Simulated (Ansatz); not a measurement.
Write the native input for Ansatz 0.2.0 that does the following.

- Task: single point
- Functional: PBE
- Potentials or basis: Ansatz PAW
- Cutoff: 420 eV (not typed: the program's choice for these potentials)
- k mesh: 7 × 7 × 7
- Occupations: gaussian, width 0.027 eV
- Spin: no spin polarisation

ScAl3:

```
Sc Al
1.0
     4.08781    0.00000    0.00000
     0.00000    4.08781    0.00000
     0.00000    0.00000    4.08781
Sc Al
1 3
Direct
  0.00000 0.00000 0.00000
  0.50000 0.50000 0.00000
  0.00000 0.50000 0.50000
  0.50000 0.00000 0.50000
```

The cell is a database's computed one.

These files were run (other wordings do the same):

input.yaml

```yaml
crystal:
  lattice:
    - [4.08780657, 0.0, 0.0]
    - [0.0, 4.08780657, 0.0]
    - [0.0, 0.0, 4.08780657]
  atoms:
    - { symbol: Sc, position: [0.0, 0.0, 0.0] }
    - { symbol: Al, position: [0.5, 0.5, 0.0] }
    - { symbol: Al, position: [0.0, 0.5, 0.5] }
    - { symbol: Al, position: [0.5, 0.0, 0.5] }
hamiltonian:
  xc: pbe
  pseudopotentials: { kind: paw }
kpoints:
  mp_grid: { grid: [7, 7, 7] }
scf:
  occupations: { method: gaussian, width: 0.027 }
output:
  forces: true
  stress: true
  eigenvalues: true
  write_density: true
  write_potential: true
  elf: true
  volumetric_format: npy
```

Potentials or basis: Ansatz PAW.

The run is started by

```bash
$ ansatz run input.yaml --threads 2 --pin off --max-ram 5632MiB --backend cpu --events-out ev --progress --plain --runs-dir out
```

It gave:

```json
{
 "Pressure": "1.1 GPa",
 "Band gap on the k mesh": "none (metal or under the smearing width)"
}
```

It took 0.72 s on 2 threads of Intel(R) Xeon(R) Platinum 8488C (Sapphire Rapids) (shared host), peak memory 0.42 GiB.
